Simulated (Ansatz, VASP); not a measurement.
## NiSb (Breithauptite) in VASP and in Ansatz

```
Ni Sb
1.0
     3.93205    0.00000    0.00000
    -1.96602    3.40525    0.00000
     0.00000    0.00000    5.10947
Ni Sb
2 2
Direct
  0.00000 0.00000 0.00000
  0.00000 0.00000 0.50000
  0.33333 0.66667 0.25000
  0.66667 0.33333 0.75000
```

Alike in both runs: functional PBE; k mesh 12 × 12 × 8; occupations gaussian, width 0.05 eV; no spin polarisation.

Ansatz relaxed the structure, and its values are those at the end. VASP's run is a single point on that final structure, the one shown.

```csv
,VASP,Ansatz
version,VASP 6.6.1,Ansatz 0.2.0
potentials or method,"VASP PAW PBE potentials, release 64 (Ni, Sb)","scalar-relativistic, plane waves, PAW"
plane-wave cutoff (eV),520,420
valence electrons in the cell,30,66
```

Ansatz gave:

```
gap on the k mesh at the Fermi level (eV) : none
pressure (GPa)                            : 3.8
```

Task: Which values does VASP return?

Result: gap on the k mesh at the Fermi level (eV): none; pressure (GPa): 3.6.

A gap of «none» marks a metal or a gap that the smearing closes. The two sets of potentials don't hold the same shells in valence.

Spin-orbit coupling is left out, which matters for the levels of Sb. Spin polarisation is off, so any magnetic state and its effect on volume and gap are missing.
